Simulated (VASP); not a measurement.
Write the native input for VASP 6.6.1 that does the following.

| Property | Result |
| --- | --- |
| Task | single point |
| Functional | HSE06 |
| Potentials or basis | VASP PAW PBE potentials, release 64 (Hf_pv) |
| Cutoff | 520 eV |
| k mesh | 8 × 8 × 8 |
| Occupations | gaussian, width 0.1 eV |
| Spin | no spin polarisation |
| Grid for exact exchange (PRECFOCK) | Fast |
| Screening parameter | 0.2 1/A |
| Further INCAR settings | ALGO = Normal; EDIFF = 1e-06 |

The system is Hf.

```
Hf
1.0
     0.00000    2.20634    2.20634
     2.20634    0.00000    2.20634
     2.20634    2.20634    0.00000
Hf
1
Cartesian
  0.0000 0.0000 0.0000
```

This isn't the form of Hf at room conditions, which is hcp.

One way to write it, as run:

POSCAR

```
Hf
1.0
    0.0000000000      2.2063400000      2.2063400000
    2.2063400000      0.0000000000      2.2063400000
    2.2063400000      2.2063400000      0.0000000000
Hf
1
Direct
    0.0000000000      0.0000000000      0.0000000000
```

INCAR.step1

```
PREC = Accurate
ENCUT = 520
EDIFF = 1E-5
ISMEAR = 0
SIGMA = 0.1
LREAL = False
LASPH = True
NELM = 80
ALGO = Normal
ISIF = 2
LWAVE = True
LCHARG = False
GGA = PE
```

INCAR.step2

```
PREC = Accurate
ENCUT = 520
EDIFF = 1E-6
ISMEAR = 0
SIGMA = 0.1
LREAL = False
LASPH = True
NELM = 80
ALGO = Normal
ISIF = 2
LWAVE = False
LCHARG = False
GGA = PE
LHFCALC = True
HFSCREEN = 0.2
PRECFOCK = Fast
ISTART = 1
```

KPOINTS

```
Automatic mesh
0
Gamma
  8 8 8
```

Potentials or basis: VASP PAW PBE potentials, release 64 (Hf_pv).

Command:

```console
$ cat potpaw_PBE.64/Hf_pv/POTCAR > POTCAR
$ cp INCAR.step1 INCAR
$ mpirun -np 1 vasp_std > vasp.out
$ cp INCAR.step2 INCAR
$ mpirun -np 1 vasp_std > vasp.out
```

Results of the run:

| Item | Value |
| --- | --- |
| Pressure | 5.3 GPa |
| Band gap on the k mesh | none (metal or under the smearing width) |

Caveat: the PAW data sets were made with another functional, which shifts forces and pressure a little.

It took 7 min on 1 thread of Intel(R) Xeon(R) 6975P-C (Granite Rapids), on a shared host, peak memory 0.25 GiB.
